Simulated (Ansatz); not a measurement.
## MgTe: electron density at the nuclei under pressure

```
Mg Te
1.0
     4.54000    0.00000    0.00000
    -2.27000    3.93176    0.00000
     0.00000    0.00000    7.39500
Mg Te
2 2
Cartesian
  0.0000 2.6212 0.0000
  2.2700 1.3106 3.6975
  0.0000 2.6212 2.7361
  2.2700 1.3106 6.4336
```

Atoms are numbered in the order listed.

Conventional cell: a = 4.540 Å, b = 4.540 Å, c = 7.395 Å, α = 90.00°, β = 90.00°, γ = 120.00°. Mg (atom 1) has 4 Te at 2.74 to 2.79 Å as nearest neighbours. Te (atom 3) has 4 Mg at 2.74 to 2.79 Å as nearest neighbours.

The cell is COD entry 1538744, as deposited and not checked against the literature; nothing was relaxed.

Spin–orbit coupling is left out, though it moves levels of the heavy atoms by tenths of an eV or more.

Theory: DFT, PBEsol, all-electron PAW with datasets made for the crystal, scalar-relativistic in Ansatz 0.2.0.

Numerical set-up: a Γ-centred 10×10×6 k mesh, Fermi–Dirac smearing of 0.05 eV, cutoff 220 eV (chosen by the program for this cell), no spin polarisation.

The contact density is the mean electron density over the nuclear volume; its changes set Mössbauer isomer shifts. Changes below are taken from the unscaled cell, where it is 7768.52 e/Å³ at Mg1, 1.46645e+06 e/Å³ at Te3.

The datasets are made afresh for each cell, so very small changes are uncertain. Scalar relativity leaves out the p1/2 density at heavy nuclei.

Question: Does compression raise or lower the contact density at Te3?

Answer: It lowers it, by 4.77 e/Å³ over the whole range.

Question: Tabulate the changes with volume.

Answer: 
```json
{"V/V(cell)": "0.9400", "P (GPa)": "3.1", "Δρ(0) Mg1 (e/Å³)": "0.17", "Δρ(0) Te3 (e/Å³)": "-2.32"}
{"V/V(cell)": "0.9600", "P (GPa)": "2.1", "Δρ(0) Mg1 (e/Å³)": "0.11", "Δρ(0) Te3 (e/Å³)": "-1.57"}
{"V/V(cell)": "0.9800", "P (GPa)": "1.2", "Δρ(0) Mg1 (e/Å³)": "0.05", "Δρ(0) Te3 (e/Å³)": "-0.79"}
{"V/V(cell)": "0.9900", "P (GPa)": "0.8", "Δρ(0) Mg1 (e/Å³)": "0.03", "Δρ(0) Te3 (e/Å³)": "-0.40"}
{"V/V(cell)": "1.0000", "P (GPa)": "0.4", "Δρ(0) Mg1 (e/Å³)": "0.00", "Δρ(0) Te3 (e/Å³)": "0.00"}
{"V/V(cell)": "1.0100", "P (GPa)": "0.1", "Δρ(0) Mg1 (e/Å³)": "-0.02", "Δρ(0) Te3 (e/Å³)": "0.40"}
{"V/V(cell)": "1.0200", "P (GPa)": "-0.3", "Δρ(0) Mg1 (e/Å³)": "-0.05", "Δρ(0) Te3 (e/Å³)": "0.81"}
{"V/V(cell)": "1.0400", "P (GPa)": "-0.9", "Δρ(0) Mg1 (e/Å³)": "-0.09", "Δρ(0) Te3 (e/Å³)": "1.62"}
{"V/V(cell)": "1.0600", "P (GPa)": "-1.5", "Δρ(0) Mg1 (e/Å³)": "-0.13", "Δρ(0) Te3 (e/Å³)": "2.45"}
```
